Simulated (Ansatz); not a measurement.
Sn: two-dimensional strain map

Method: DFT PBEsol+D3(BJ), scalar-relativistic, plane waves, PAW in Ansatz. The runs took a 420 eV cutoff, a Γ-centred 20×20×20 mesh and Gaussian smearing (0.15 eV). No spin polarisation. Energies are free energies at this smearing, counted from the undisturbed cell; pressure is positive in compression.

Zero of the scan (as given, not relaxed at this level; it stands at -5.7 GPa; this form isn't the usual structure):

```
Sn
1.0
    -1.72654    1.77555    2.33834
     1.72654   -1.77555    2.33834
     1.72654    1.77555   -2.33834
Sn
1
Direct
  0.00000 0.00000 0.00000
```

The cell is strained by p along both x and y and by q along z, fractional coordinates fixed. Points are written (p, q).

Energy above the undisturbed cell in meV/atom (a dash: not computed):

```
 p \ q  -0.080  -0.040  0.000  0.040  0.080
-0.080    21.6   -28.7  -57.2  -66.6  -58.4
-0.040   -60.6   -66.3  -57.6      –   -3.5
 0.000   -61.6   -36.9    0.0   45.5   97.0
 0.040    -2.6       –  100.1      –  164.0
 0.080    96.3   137.3  167.2  223.5  254.3
```

Pressure in GPa:

```
 p \ q  -0.080  -0.040  0.000  0.040  0.080
-0.080    10.5     6.3    2.9    0.2   -1.9
-0.040     2.8     0.0   -2.3      –   -5.6
 0.000    -2.5    -4.3   -5.7   -6.8   -7.1
 0.040    -5.9       –   -7.2      –   -8.0
 0.080    -7.6    -1.0   -8.0   -4.4   -6.8
```